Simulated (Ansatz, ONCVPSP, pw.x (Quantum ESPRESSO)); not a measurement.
**What a changed setting does to a pw.x run (sc P)**

Potential: optimised norm-conserving Vanderbilt (ONCV), ONCVPSP 4.0.1, PBE; core [Ne], reference 3s2 3p2.5; waves: 3s: rc 1.30 bohr, ncon 3, nbas 7, qcut 5.6 1/bohr, 2 projectors, debl 2.8 Ha; 3p: rc 1.50 bohr, ncon 3, nbas 6, qcut 5.8 1/bohr, 2 projectors, debl 1.7 Ha; d scattering state at 0.11 Ha: rc 1.65 bohr, ncon 5, nbas 8, qcut 6.2 1/bohr, 2 projectors, debl 1.5 Ha; local part: polynomial inside 1.20 bohr (lpopt 5, dvloc0 0 Ha); core correction: Teter function, fcfact 3.75, rcfact 1.55.

The reference run (k-mesh 13³, cutoffs 50/200 Ry, Fermi–Dirac 0.01 Ry, mixing_beta 0.4, conv_thr 1e-9, no spin) gives -0.45 GPa at 14.621 Å³/atom, where all-electron LAPW gives 0.27 GPa. This run, with its own iteration cap, changes k-mesh points per axis to 8.

```
&control
  calculation='scf', prefix='x', pseudo_dir='./', outdir='./tmp', tstress=.true., disk_io='none'
/
&system
  ibrav=0, nat=1, ntyp=1, ecutwfc=50, ecutrho=200, nbnd=9,
  occupations='smearing', smearing='fd', degauss=0.01
/
&electrons
  conv_thr=1e-09, mixing_beta=0.4, electron_maxstep=50
/
ATOMIC_SPECIES
P 1.0 P.UPF
CELL_PARAMETERS angstrom
  2.44526365 0.00000000 0.00000000
  0.00000000 2.44526365 0.00000000
  0.00000000 0.00000000 2.44526365
ATOMIC_POSITIONS crystal
P 0.0000 0.0000 0.0000
K_POINTS automatic
8 8 8 0 0 0
```

```bash
pw.x < P.scf.in > P.scf.out
```

Task: How does the run end?

Result: It converges in 6 iterations; the free energy moves by +22.4 meV/atom and the pressure by -0.30 GPa.

```
Message from routine setup:
     using ibrav=0 with symmetry is DISCOURAGED, use correct ibrav instead
     lattice parameter (alat)  =       4.6209  a.u.
     unit-cell volume          =      98.6674 (a.u.)^3
     number of electrons       =         5.00
     number of Kohn-Sham states=            9
     kinetic-energy cutoff     =      50.0000  Ry
     charge density cutoff     =     200.0000  Ry
     scf convergence threshold =      1.0E-09
     Exchange-correlation= PBE
     number of k points=    35  Fermi-Dirac smearing, width (Ry)=  0.0100
     iteration #  1     ecut=    50.00 Ry     beta= 0.40
     total energy              =     -14.43558696 Ry
     estimated scf accuracy    <       0.01258420 Ry
     iteration #  2     ecut=    50.00 Ry     beta= 0.40
     total energy              =     -14.43477549 Ry
     estimated scf accuracy    <       0.00361565 Ry
     iteration #  3     ecut=    50.00 Ry     beta= 0.40
     total energy              =     -14.43505417 Ry
     estimated scf accuracy    <       0.00006283 Ry
     iteration #  4     ecut=    50.00 Ry     beta= 0.40
     total energy              =     -14.43506237 Ry
     estimated scf accuracy    <       0.00000038 Ry
     iteration #  5     ecut=    50.00 Ry     beta= 0.40
     total energy              =     -14.43506262 Ry
     estimated scf accuracy    <          3.9E-09 Ry
     iteration #  6     ecut=    50.00 Ry     beta= 0.40
     the Fermi energy is    10.9125 ev
!    total energy              =     -14.43506262 Ry
     estimated scf accuracy    <          6.3E-10 Ry
     smearing contrib. (-TS)   =      -0.00206696 Ry
     The total energy is F=E-TS. E is the sum of the following terms:
     one-electron contribution =       5.40710603 Ry
     hartree contribution      =       0.42084199 Ry
     xc contribution           =      -4.91052153 Ry
     ewald contribution        =     -15.35042215 Ry
     convergence has been achieved in   6 iterations
          total   stress  (Ry/bohr**3)                   (kbar)     P=       -7.52
     Message from routine punch:
     Nothing written, as per user request (disk_io='none')
```

The run took about 2.5 s on one core of a shared host (Intel(R) Xeon(R) CPU @ 2.60GHz, 96 threads, 756 GiB, load 13).
